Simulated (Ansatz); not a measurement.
# CaS (Fm-3m): what a change of settings does

```
CELL_PARAMETERS angstrom
0.00000 2.78222 2.78222
2.78222 0.00000 2.78222
2.78222 2.78222 0.00000
ATOMIC_POSITIONS crystal
Ca 0.00000 0.00000 0.00000
S 0.50000 0.50000 0.50000
```

The conventional cell has a = 5.564 Å, b = 5.564 Å, c = 5.564 Å, α = 90.00°, β = 90.00°, γ = 90.00°. Ca (atom 1) is surrounded by 6 S at 2.78 Å. S (atom 2) has 6 Ca at 2.78 Å as nearest neighbours.

Level of theory, where no other is named: LDA, PAW on Ansatz 0.2.0's default frozen-core files (fitted under PBE), scalar-relativistic. k mesh 6×6×6, strains of ±0.008, fixed occupations, cutoff 420 eV. The cell was relaxed by PAW under this functional, which moved its volume by -6 % from the database entry's.

With these settings the run gives C11 = 155.5, C44 = 35.3 GPa and B_V = 67.7 GPa (relaxed ions).

Question: The run is repeated in the same cell with hamiltonian.xc from lda to revpbe. What moves, and by how much?

Answer: C11: +15.42 %; C44: -4.24 %; B_V: +18.82 %. The cell isn't relaxed anew, and its pressure at the new settings is 7.1 GPa; in its own relaxed cell the change can differ in size and sign.

Caveats: frozen-core PAW files fitted under PBE, their cores solved anew for the functional of the run; the cell carries a residual stress at this level.
